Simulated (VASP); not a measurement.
# SnSe in VASP: notebook, part 2 of 2

VASP 6.6.1.

**3. Single point, PBE**

INCAR reads:

```
SYSTEM = SnSe
PREC = Accurate ; ENCUT = 600
EDIFF = 1E-7 ; ISMEAR = -1
SIGMA = 0.05 ; LREAL = .False.
LASPH = .True. ; NELM = 60
ALGO = Normal ; ISIF = 2
LWAVE = .False. ; LCHARG = .False.
LDIPOL = .True. ; IDIPOL = 3
DIPOL = 0.5 0.5 0.500 ; GGA = PE
NBANDS = 50
```

KPOINTS reads:

```
regular mesh
0
Gamma
  5 5 1
  0 0 0
```

POSCAR reads:

```
SnSe
1.0
    4.3100000000      0.0000000000      0.0000000000
    0.0000000000      4.3180000000      0.0000000000
    0.0000000000      0.0000000000     23.8958000000
Sn Se
4 4
Direct
    0.5000000000      0.2500000000      0.3138626872
    0.0000000000      0.7500000000      0.4412197959
    0.0000000000      0.2500000000      0.5587802041
    0.5000000000      0.7500000000      0.6861373128
    0.0000000000      0.7500000000      0.3256187280
    0.5000000000      0.2500000000      0.4294637551
    0.5000000000      0.7500000000      0.5705362449
    0.0000000000      0.2500000000      0.6743812720
```

Potentials or basis: VASP PAW PBE potentials, release 54 (Sn_d, Se).

The run is started by

```console
> cat potpaw_PBE.54/Sn_d/POTCAR potpaw_PBE.54/Se/POTCAR > POTCAR
> mpirun -np 1 vasp_std > vasp.out
```

OUTCAR:

```text
SYSTEM = SnSe
   PREC = Accurate
   ENCUT = 600
   EDIFF = 1E-7
   ISMEAR = -1
   LREAL = .False.
   LASPH = .True.
   NELM = 60
   ISIF = 2
   GGA = PE

 ion  position               nearest neighbor table
   1  0.500  0.250  0.314-   6 2.76   5 3.06   5 3.06   5 3.06   5 3.06
   2  0.000  0.750  0.441-   5 2.76   6 3.06   6 3.06   6 3.06   6 3.06   3 3.54   3 3.54
   3  0.000  0.250  0.559-   8 2.76   7 3.06   7 3.06   7 3.06   7 3.06   2 3.54   2 3.54
   4  0.500  0.750  0.686-   7 2.76   8 3.06   8 3.06   8 3.06   8 3.06
   5  0.000  0.750  0.326-   2 2.76   1 3.06   1 3.06   1 3.06   1 3.06
   6  0.500  0.250  0.429-   1 2.76   2 3.06   2 3.06   2 3.06   2 3.06
   7  0.500  0.750  0.571-   4 2.76   3 3.06   3 3.06   3 3.06   3 3.06
   8  0.000  0.250  0.674-   3 2.76   4 3.06   4 3.06   4 3.06   4 3.06

  LATTYP: Found a simple orthorhombic cell.
 ALAT       =     4.3100000000
 B/A-ratio  =     1.0018561485
 C/A-ratio  =     5.5442691415

  Lattice vectors:

 A1 = (   4.3100000000,   0.0000000000,   0.0000000000)
 A2 = (   0.0000000000,   4.3180000000,   0.0000000000)
 A3 = (   0.0000000000,   0.0000000000,  23.8958000000)

Analysis of symmetry for initial positions (statically):
=====================================================================
 Subroutine PRICEL returns:
 Original cell was already a primitive cell.

 Routine SETGRP: Setting up the symmetry group for a
 simple orthorhombic supercell.

 Subroutine GETGRP returns: Found  8 space group operations
 (whereof  4 operations were pure point group operations)
 out of a pool of  8 trial point group operations.

The static configuration has the point symmetry C_2h.
 The point group associated with its full space group is D_2h.

Analysis of symmetry for dynamics (positions and initial velocities):
=====================================================================
 Subroutine PRICEL returns:
 Original cell was already a primitive cell.

 Routine SETGRP: Setting up the symmetry group for a
 simple orthorhombic supercell.
[... 132 lines left out ...]
   LRPA    =     F    only Hartree local field effects (RPA)
 non-spin polarized calculation
  energy-cutoff  :      600.00
  volume of cell :      444.71
 maximum number of plane-waves:     14871
 NGX is ok and might be reduce to    36

 number of electron      80.0000004 magnetization

 dipolmoment           0.000000      0.000000      0.000000 electrons x Angstroem

 Free energy of the ion-electron system (eV)
  ---------------------------------------------------
  ext. energy  EPLUGINS =         0.00000000
  ---------------------------------------------------
  free energy    TOTEN  =       -32.57011700 eV

  energy without entropy =      -32.57007968  energy(sigma->0) =      -32.57009834

 E-fermi :   0.7260     XC(G=0):  -5.2225

 val. band max:        0.2948677957   @ k =   0.4000   0.0000   0.0000
 cond. band min:       1.1653126340   @ k =   0.0000   0.4000   0.0000
 fundamental gap:      0.8704448383
 Fermi energy:         0.7260136661

 k-point     1 :       0.0000    0.0000    0.0000
  band No.  band energies     occupation
      1     -21.0171      2.00000
      2     -21.0109      2.00000
      3     -21.0044      2.00000
      4     -20.9962      2.00000
      5     -20.9864      2.00000
      6     -20.9739      2.00000
[... 466 lines left out ...]
     49       5.1082      0.00000
     50       5.5038      0.00000

------------------------ aborting loop because EDIFF is reached ----------------------------------------

 vacuum level on the upper side and lower side of the slab       (xc-potential included)        -0.098        -0.098

  FORCE on cell =-STRESS in cart. coord.  units (eV):
  Direction    XX          YY          ZZ          XY          YZ          ZX
  --------------------------------------------------------------------------------------
  -------------------------------------------------------------------------------------
  Total       -1.0364105     -1.1392013     -1.4787986      0.0000000      0.0000000      0.0000000
  in kB       -3.7338848     -4.1042099     -5.3276801      0.0000000      0.0000000      0.0000000
  external PRESSURE =      -4.3885916 kB  Pullay stress =       0.0000000 kB

 VOLUME and BASIS-vectors are now :
 -----------------------------------------------------------------------------
  energy-cutoff  :      600.00
  volume of cell :      444.71
      direct lattice vectors                 reciprocal lattice vectors
     4.310000000  0.000000000  0.000000000     0.232018561  0.000000000  0.000000000
     0.000000000  4.318000000  0.000000000     0.000000000  0.231588698  0.000000000
     0.000000000  0.000000000 23.895800000     0.000000000  0.000000000  0.041848358

 POSITION                                       TOTAL-FORCE (eV/Angst)
 -----------------------------------------------------------------------------------
      2.15500      1.07950      7.50000        -0.000000     -0.000000      0.319578
      0.00000      3.23850     10.54330        -0.000000      0.000000     -0.295849
      0.00000      1.07950     13.35250        -0.000000      0.000000      0.295849
      2.15500      3.23850     16.39580        -0.000000      0.000000     -0.319578
      0.00000      3.23850      7.78092        -0.000000      0.000000      0.000595
      2.15500      1.07950     10.26238        -0.000000      0.000000     -0.165239
      2.15500      3.23850     13.63342        -0.000000      0.000000      0.165239
      0.00000      1.07950     16.11488         0.000000      0.000000     -0.000595
 -----------------------------------------------------------------------------------
    total drift:                                0.000000      0.000000      0.000000

  FREE ENERGIE OF THE ION-ELECTRON SYSTEM (eV)
  ---------------------------------------------------
  free  energy   TOTEN  =       -32.5701170012 eV

  energy  without entropy=      -32.5700796807  energy(sigma->0) =      -32.57009834

 vacuum level on the upper side and lower side of the slab         4.545         4.545
```

OSZICAR:

```text
N       E                     dE             d eps       ncg     rms          rms(c)
DAV:   1     0.800328827671E+03    0.80033E+03   -0.38257E+04   948   0.175E+03
DAV:   2     0.911441855258E+02   -0.70918E+03   -0.68824E+03   972   0.412E+02
DAV:   3    -0.244618813402E+02   -0.11561E+03   -0.11082E+03  1076   0.180E+02
DAV:   4    -0.332813032929E+02   -0.88194E+01   -0.86562E+01  1048   0.482E+01
[... 15 lines left out ...]
DAV:  20    -0.325701085597E+02   -0.17540E-04   -0.90494E-07   818   0.294E-03    0.632E-04
DAV:  21    -0.325701137333E+02   -0.51736E-05   -0.27959E-07   784   0.140E-03    0.236E-04
DAV:  22    -0.325701167119E+02   -0.29786E-05   -0.21586E-07   748   0.107E-03    0.855E-05
DAV:  23    -0.325701169045E+02   -0.19265E-06   -0.70866E-09   672   0.379E-04    0.520E-05
DAV:  24    -0.325701170012E+02   -0.96683E-07   -0.42318E-09   596   0.297E-04
   1 F= -.32570117E+02 E0= -.32570098E+02  d E =-.373205E-04
```

stdout:

```text
POSCAR found type information on POSCAR SnSe
 POSCAR found :  2 types and       8 ions
 scaLAPACK will be used
 LDA part: xc-table for (Slater+PW92), standard interpolation
 POSCAR, INCAR and KPOINTS ok, starting setup
 FFT: planning ... GRIDC
 FFT: planning ... GRID_SOFT
 FFT: planning ... GRID
 WAVECAR not read
 entering main loop
```

It took 7.9 min on 1 thread of AMD EPYC 7R43 (Zen 3), shared host; peak memory 0.56 GiB.

Results:

```yaml
Free_energy: -32.5701 eV
Largest_force: 0.320 eV/Å
Band_gap_on_the_k_mesh: 0.87 eV, indirect (least direct gap 0.95 eV)
```

Forces on the atoms (eV/Å):
```
Sn   0.000  0.000  0.320
Sn   0.000  0.000 -0.296
Sn   0.000  0.000  0.296
Sn   0.000  0.000 -0.320
Se   0.000  0.000  0.001
Se   0.000  0.000 -0.165
Se   0.000  0.000  0.165
Se   0.000  0.000 -0.001
```

Levels at points of the mesh, in eV from the valence-band top:
```csv
k point,band 36,band 37,band 38,band 39,band 40,band 41,band 42,band 43,band 44,band 45
"(0.00, 0.00, 0.00)",-1.84,-1.53,-1.53,-0.33,-0.33,0.90,2.53,3.60,3.60,3.69
```

Caveat: spin-orbit coupling is left out, which moves the levels of the heavy elements.

**4. Single point, PBE**

INCAR, as its differences from that of step 3:

```diff
@@ -9,2 +9,2 @@
 DIPOL = 0.5 0.5 0.500 ; GGA = PE
-NBANDS = 50
+NBANDS = 30
```

KPOINTS is that of step 3.

POSCAR is that of step 3.

Potentials or basis: VASP PAW PBE potentials, release 54 (Sn, Se).

The run is started by

```console
> cat potpaw_PBE.54/Sn/POTCAR potpaw_PBE.54/Se/POTCAR > POTCAR
> mpirun -np 1 vasp_std > vasp.out
```

It took 5.6 min on 1 thread of AMD EPYC 7R43 (Zen 3), shared host; peak memory 0.54 GiB.

It converged, with:

- Free energy: -32.5777 eV
- Largest force: 0.335 eV/Å
- Band gap on the k mesh: 0.87 eV, indirect (least direct gap 0.95 eV)

Forces on the atoms (eV/Å):
```
Sn   0.000  0.000  0.335
Sn   0.000  0.000 -0.298
Sn   0.000  0.000  0.298
Sn   0.000  0.000 -0.335
Se   0.000  0.000  0.004
Se   0.000  0.000 -0.163
Se   0.000  0.000  0.163
Se   0.000  0.000 -0.004
```

Levels at points of the mesh, in eV from the valence-band top:
| k point | band 16 | band 17 | band 18 | band 19 | band 20 | band 21 | band 22 | band 23 | band 24 | band 25 |
| --- | --- | --- | --- | --- | --- | --- | --- | --- | --- | --- |
| (0.00, 0.00, 0.00) | -1.84 | -1.52 | -1.52 | -0.33 | -0.33 | 0.89 | 2.52 | 3.60 | 3.60 | 3.69 |

Caveat: spin-orbit coupling is left out, which moves the levels of the heavy elements.

**5. Single point, PBE**

INCAR reads:

```
SYSTEM = SnSe
  PREC = Accurate
  ENCUT = 600
  EDIFF = 1E-7
  ISMEAR = -1
  SIGMA = 0.05
  LREAL = .FALSE.
  LASPH = .TRUE.
  NELM = 60
  ALGO = Normal
  ISIF = 2
  LWAVE = .FALSE.
  LCHARG = .FALSE.
  LDIPOL = .TRUE.
  IDIPOL = 3
  DIPOL = 0.5 0.5 0.500
  GGA = PE
  NBANDS = 52
```

KPOINTS reads:

```
regular mesh
0
G
  1 1 1
  0 0 0
```

POSCAR is that of step 4.

Potentials or basis: VASP PAW PBE potentials, release 64 (Sn_d, Se).

The run is started by

```console
> cat potpaw_PBE.64/Sn_d/POTCAR potpaw_PBE.64/Se/POTCAR > POTCAR
> mpirun -np 1 vasp_std > vasp.out
```

Wall time 1.7 min (1 thread of AMD EPYC 7R43 (Zen 3), shared host); peak memory 0.47 GiB.

These settings aren't checked as converged (typed here: k = 1 × 1 × 1; NBANDS = 52): the numbers below hold their error.

Results:

* Free energy: -29.8677 eV
* Largest force: 2.036 eV/Å
* Band gap on the k mesh: 0.96 eV, direct

Caveat: spin-orbit coupling is left out, which moves the levels of the heavy elements.

**6. Relaxation of the atoms, RPBE**

INCAR reads:

```
SYSTEM = SnSe
ALGO = Normal
DIPOL = 0.5 0.5 0.500
EDIFF = 1E-6
EDIFFG = -0.01
ENCUT = 520
GGA = RP
IBRION = 2
IDIPOL = 3
ISIF = 2
ISMEAR = -1
LASPH = .True.
LCHARG = .False.
LDIPOL = .True.
LREAL = .False.
LWAVE = .False.
NELM = 80
NSW = 40
PREC = Accurate
SIGMA = 0.05
```

KPOINTS reads:

```
k-points
0
Gamma
  5 5 1
  0 0 0
```

POSCAR reads:

```
SnSe
1.0
    4.3100000000      0.0000000000      0.0000000000
    0.0000000000      4.3180000000      0.0000000000
    0.0000000000      0.0000000000     23.8958000000
Sn Se
4 4
Selective dynamics
Direct
    0.5000000000      0.2500000000      0.3138626872  F F F
    0.0000000000      0.7500000000      0.4412197959  F F F
    0.0000000000      0.2500000000      0.5587802041  T T T
    0.5000000000      0.7500000000      0.6861373128  T T T
    0.0000000000      0.7500000000      0.3256187280  F F F
    0.5000000000      0.2500000000      0.4294637551  F F F
    0.5000000000      0.7500000000      0.5705362449  T T T
    0.0000000000      0.2500000000      0.6743812720  T T T
```

Potentials or basis: VASP PAW PBE potentials, release 64 (Sn_d, Se).

The run is started by

```console
> cat potpaw_PBE.64/Sn_d/POTCAR potpaw_PBE.64/Se/POTCAR > POTCAR
> mpirun -np 1 vasp_std > vasp.out
```

Run time: 52 min. Hardware: 1 thread of Intel Xeon Platinum 8488C (Sapphire Rapids), shared host; peak memory 0.56 GiB.

Results (log left out):

```
Free energy               : -30.0851 eV
Energy gained by relaxing : 9.4 meV/atom
Ionic steps               : 32
Band gap on the k mesh    : 0.83 eV, direct
```

Step by step:
```csv
step,energy change (eV),largest force (eV/Å),pressure (GPa)
1,0.0000,0.2689,0.29
2,-0.0058,0.2652,0.33
3,-0.0122,0.2580,0.45
4,-0.0123,0.2565,0.47
5,-0.0172,0.2523,0.47
6,-0.0274,0.2422,0.47
7,-0.0313,0.2807,0.48
8,-0.0324,0.2580,0.48
9,-0.0366,0.2310,0.46
10,-0.0409,0.2252,0.42
11,-0.0409,0.2245,0.42
12,-0.0420,0.2225,0.42
13,-0.0450,0.2172,0.41
14,-0.0505,0.2112,0.39
15,-0.0589,0.2146,0.37
16,-0.0682,0.2210,0.33
17,-0.0672,0.2302,0.28
18,-0.0701,0.2262,0.30
19,-0.0679,0.2283,0.23
20,-0.0713,0.2269,0.27
21,-0.0728,0.2282,0.27
22,-0.0741,0.2287,0.25
23,-0.0747,0.2293,0.26
24,-0.0751,0.2296,0.28
25,-0.0750,0.2298,0.31
26,-0.0751,0.2291,0.30
27,-0.0751,0.2295,0.30
28,-0.0751,0.2294,0.29
29,-0.0752,0.2294,0.30
30,-0.0753,0.2295,0.31
31,-0.0753,0.2294,0.31
32,-0.0753,0.2296,0.31
```

Final structure:
```
Sn Se
1.0
     4.31000    0.00000    0.00000
     0.00000    4.31800    0.00000
     0.00000    0.00000   23.89580
Sn Se
4 4
Direct
  0.50000 0.25000 0.31386
  0.00000 0.75000 0.44122
  0.00000 0.25000 0.58461
  0.50000 0.75000 0.70292
  0.00000 0.75000 0.32562
  0.50000 0.25000 0.42946
  0.50000 0.75000 0.58821
  0.00000 0.25000 0.69981
```

Levels at points of the mesh, in eV from the valence-band top:
| k point | band 37 | band 38 | band 39 | band 40 | band 41 | band 42 | band 43 | band 44 |
| --- | --- | --- | --- | --- | --- | --- | --- | --- |
| (0.00, 0.00, 0.00) | -1.71 | -1.70 | -0.67 | -0.31 | 0.90 | 2.21 | 3.58 | 3.72 |

Caveat: the PAW data sets were made with another functional, which shifts forces and pressure a little; spin-orbit coupling is left out, which moves the levels of the heavy elements; without dispersion, layers of such crystals drift apart on relaxing, which shifts levels and gaps; volumes and pressures include the vacuum.

**7. Summary**

```tsv
task	level	potentials or basis	cell	cutoff (eV)	atoms held fixed (from 0)	gap on the mesh (eV)	largest force (eV/Å)
single point	PBE	VASP PAW PBE potentials, release 64 (Sn_d_GW, Se_GW)	as given	600	-	0.87	0.33
single point	PBE	VASP PAW PBE potentials, release 54 (Sn_d, Se)	as given	600	-	0.87	0.32
single point	PBE	VASP PAW PBE potentials, release 54 (Sn, Se)	as given	600	-	0.87	0.33
relaxation of the atoms	RPBE	VASP PAW PBE potentials, release 64 (Sn_d, Se)	atoms relaxed	520	[0, 4, 5, 1]	0.83	-
```

Alike in all rows: no spin polarisation; k mesh 5 × 5 × 1; smearing fermi-dirac 0.05 eV.

Caveats: spin-orbit coupling is left out, which moves the levels of the heavy elements; the PAW data sets were made with another functional, which shifts forces and pressure a little (some runs); without dispersion, layers of such crystals drift apart on relaxing, which shifts levels and gaps (some runs); volumes and pressures include the vacuum (some runs).

Absolute energies hang on the potentials; compare differences alone.
